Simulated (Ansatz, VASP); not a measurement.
# Two plane-wave programs on ZnS

INCAR

```
ALGO = Normal ; EDIFF = 1E-6
ENCUT = 520 ; GGA = PS
ISIF = 2 ; ISMEAR = 0
LASPH = True ; LCHARG = False
LREAL = False ; LWAVE = False
NBANDS = 16 ; NELM = 100
PREC = Accurate ; SIGMA = 0.05
```

Contents of KPOINTS:

```
k-points
0
Gamma
  14 14 14
```

Contents of POSCAR:

```
ZnS
1.0
    0.0000000000      2.4783528551      2.4783528551
    2.4783528551      0.0000000000      2.4783528551
    2.4783528551      2.4783528551      0.0000000000
Zn S
1 1
Direct
    0.0000000000      0.0000000000      0.0000000000
    0.5000000000      0.5000000000      0.5000000000
```

Input for Ansatz:

```yaml
crystal:
  lattice:
    - [0.0, 2.4783528551, 2.4783528551]
    - [2.4783528551, 0.0, 2.4783528551]
    - [2.4783528551, 2.4783528551, 0.0]
  atoms:
    - { symbol: Zn, position: [0.0, 0.0, 0.0] }
    - { symbol: S, position: [0.5, 0.5, 0.5] }
scf:
  occupations: { method: gaussian, width: 0.05 }
output:
  forces: true
  stress: true
  eigenvalues: true
  write_density: true
  write_potential: true
  elf: true
  volumetric_format: npy
hamiltonian:
  xc: pbesol
basis:
  ecutwfc: 500
kpoints:
  mp_grid: { grid: [14, 14, 14] }
```

Alike in both runs: task single point; functional PBEsol; k mesh 14 × 14 × 14; occupations gaussian, width 0.05 eV; no spin polarisation.

```csv
,VASP,Ansatz
version,VASP 6.6.1,Ansatz 0.2.0
potentials or method,"VASP PAW PBE potentials, release 64 (Zn, S)","scalar-relativistic, plane waves, PAW"
plane-wave cutoff (eV),520,500
valence electrons in the cell,18,18
```

VASP gave:

- gap on the k mesh at the Fermi level (eV): none
- pressure (GPa): 4.3

**Question.** Estimate Ansatz's values.

**Answer.** gap on the k mesh at the Fermi level (eV): none; pressure (GPa): 4.0.

A gap of «none» marks a metal or a gap that the smearing closes.

Caveats: the PAW data sets were made with another functional, which shifts forces and pressure a little (VASP).
